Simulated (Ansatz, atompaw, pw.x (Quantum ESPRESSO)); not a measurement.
## O (Z = 8): one change to the PAW (atompaw) potential, in the atom and in the bcc crystal

O (Z = 8), PAW, made with atompaw 4.2.0.5 (PBE, scalar-relativistic). Core [He], reference 2s2 2p4. Waves: 2s (bound): rc 0.75 bohr; 2s channel at 1.5 Ry: rc 0.75 bohr; 2p (bound): rc 1.50 bohr; 2p channel at 0.05 Ry: rc 1.50 bohr. Local part: bessel scheme, radius 1.05 bohr. Core correction: smooth core density matched at 1.45 bohr. Augmentation charge: besselshape compensation charge, radius 1.30 bohr; PAW radius 1.50 bohr; waves and projectors: custom rrkj gramschmidtortho.

Change: all radii scaled by about 1.12 (s 0.84, p 1.68 bohr); local potential bessel scheme, radius 1.18 bohr; augmentation besselshape compensation charge, radius 1.44 bohr; PAW radius 1.68 bohr; waves and projectors: custom rrkj gramschmidtortho; core correction smooth core density matched at 1.62 bohr.

Cutoffs, loose and tight: the cutoffs (Ry, on a coarse ladder) from which the occupation-weighted sum of valence levels, in a spherical-Bessel basis at the reference potential, stays within 10 and 1 mRy of its value at 400 Ry. They see the waves and projectors alone, not the compensation charge or the core.

Crystal test: bcc O in pw.x 7.5, no spin, 18³ k-points, Fermi–Dirac smearing 0.01 Ry, cutoffs set for each file from its atomic test. The reference is all-electron LAPW (Ansatz 0.2.0) with the same functional, mesh and smearing; V0 and B0 come from Birch–Murnaghan fits to the pressures at five volumes. Errors are pseudo minus all-electron; Δ is the rms difference of the E(V) curves that follow from these fits, minima aligned, over ±6 % about the mean V0. Mesh and smearing are coarse, so the numbers serve the comparison and aren't converged zero-temperature values; the lattice is a test structure that the element need not adopt. Spin polarisation is left out.

All-electron: a0 = 2.500 Å (V0 = 7.82 Å³/atom), B0 = 147.5 GPa.

Task: Does the change bring the crystal closer to the all-electron result?

Result: The mean pressure error goes from +0.66 to +1.31 GPa, so the change moves the solid further from the all-electron pressures.

| quantity | base | changed |
| --- | --- | --- |
| outcome (atom) | generated | generated |
| cutoff, loose (atom) | 55 Ry | 35 Ry |
| cutoff, tight (atom) | 80 Ry | 55 Ry |
| bound ghosts (atom) | none | none |
| cutoffs in pw.x (Ry) | 100/900 | 70/700 |
| a0 (Å) | 2.504 | 2.507 |
| a0 error (%) | +0.14 | +0.28 |
| B0 error (%) | -0.0 | +0.4 |
| Δ (meV/atom) | 1.1 | 2.1 |
| mean pressure error (GPa) | +0.66 | +1.31 |
